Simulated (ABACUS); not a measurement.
GaAs:

```xyz
2
Lattice="0.0000 2.8268 2.8268 2.8268 0.0000 2.8268 2.8268 2.8268 0.0000" Properties=species:S:1:pos:R:3 pbc="T T T"
As    1.4134    1.4134    1.4134
Ga    0.0000    0.0000    0.0000
```

| Quantity | Value |
| --- | --- |
| Program | ABACUS 3.10.1 |
| Task | relaxation of cell and atoms |
| Functional | PBE |
| Potentials or basis | SPMS ONCV 1.0 PBE |
| Cutoff | 1143 eV |
| Density cutoff | 4572 eV |
| Basis | plane waves |
| k mesh | 6 × 6 × 6 |
| Occupations | fermi-dirac, width 0.05 eV |
| Spin | no spin polarisation |

At the start: pressure 3.5 GPa; volume 22.59 Å³/atom.

**Question.** How do energy, volume and symmetry change on relaxing?

**Answer.** Over 4 steps the energy falls by 12.2 meV/atom and the volume is 23.77 Å³/atom (+5.2 %); space group F-43m (No. 216, to 0.05 Å).

Step by step:
```csv
step,energy change (eV),largest force (eV/Å),pressure (GPa),volume (Å³)
1,0.0000,0.0000,3.46,45.18
2,-0.0091,0.0000,2.67,45.65
3,-0.0242,0.0000,0.21,47.39
4,-0.0243,0.0000,0.02,47.54
```

Final structure:
```cif
data_structure
_symmetry_space_group_name_H-M 'P 1'
_symmetry_Int_Tables_number 1
_cell_length_a 4.0663
_cell_length_b 4.0663
_cell_length_c 4.0663
_cell_angle_alpha 60.000
_cell_angle_beta 60.000
_cell_angle_gamma 60.000
_cell_volume 47.54
loop_
_atom_site_label
_atom_site_type_symbol
_atom_site_fract_x
_atom_site_fract_y
_atom_site_fract_z
_atom_site_occupancy
As1 As 0.25000 0.25000 0.25000 1
Ga1 Ga 0.00000 0.00000 0.00000 1
```
